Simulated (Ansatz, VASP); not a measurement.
Co in VASP and in Ansatz

File INCAR:

```
SYSTEM = Co
ALGO = Normal
EDIFF = 1E-7
ENCUT = 520
GGA = PE
ISIF = 2
ISMEAR = -1
ISPIN = 2
LASPH = .True.
LCHARG = .False.
LMAXMIX = 4
LORBIT = 11
LREAL = .False.
LWAVE = .False.
MAGMOM = 2 2
NBANDS = 20
NELM = 100
PREC = Accurate
SIGMA = 0.05
```

KPOINTS

```
k-points
0
Gamma
  12 12 7
  0 0 0
```

POSCAR

```
Co
1.0
    2.5038379689      0.0000000000      0.0000000000
   -1.2519189845      2.1683872881      0.0000000000
    0.0000000000      0.0000000000      4.0901994896
Co
2
Direct
    0.3333333333      0.6666666667      0.7401390000
    0.6666666667      0.3333333333      0.2598610000
```

File input.yaml:

```yaml
crystal:
  lattice:
    - [2.5038379689, 0.0, 0.0]
    - [-1.2519189845, 2.1683872881, 0.0]
    - [0.0, 0.0, 4.0901994896]
  atoms:
    - { symbol: Co, position: [0.3333333333, 0.6666666667, 0.740139], spin: 2.0 }
    - { symbol: Co, position: [0.6666666667, 0.3333333333, 0.259861], spin: 2.0 }
hamiltonian:
  xc: pbe
  pseudopotentials: { kind: paw }
magnetization:
  spin_polarized: true
kpoints:
  mp_grid: { grid: [12, 12, 7] }
scf:
  occupations: { method: fermi_dirac, width: 0.05 }
output:
  forces: true
  stress: true
  eigenvalues: true
```

Change from the starting cell: volume scaled by 1.02.

Alike in both runs: task single point; functional PBE; k mesh 12 × 12 × 7; occupations fermi-dirac, width 0.05 eV; collinear spin, ferromagnetic start.

```csv
,VASP,Ansatz
version,VASP 6.6.1,Ansatz 0.2.0
potentials or method,"VASP PAW PBE potentials, release 64 (Co)",Ansatz PAW
plane-wave cutoff (eV),520,420
valence electrons in the cell,18,34
```

|  | VASP | Ansatz | Ansatz less VASP |
| --- | --- | --- | --- |
| gap on the k mesh at the Fermi level (eV) | none | none | - |
| pressure (GPa) | -3.8 | -3.2 | +0.61 |
| largest component of the traceless stress (GPa) | 1.78 | 1.74 | -0.040 |
| rms of the force components (eV/Å) | 0.242 | 0.248 | +0.0065 |
| net moment per atom (μB) | 1.65 | 1.65 | +0.007 |
| size of the moment on the site where the two differ most (μB) | 1.67 | 1.73 | +0.064 |

Site moments also hang on the region over which each program counts them. Atom by atom the forces differ by 0.007 eV/Å (rms over components). A gap of «none» marks a metal or a gap that the smearing closes. With one functional, cell and mesh, what is left measures potentials, basis and numerics. The two sets of potentials don't hold the same shells in valence.
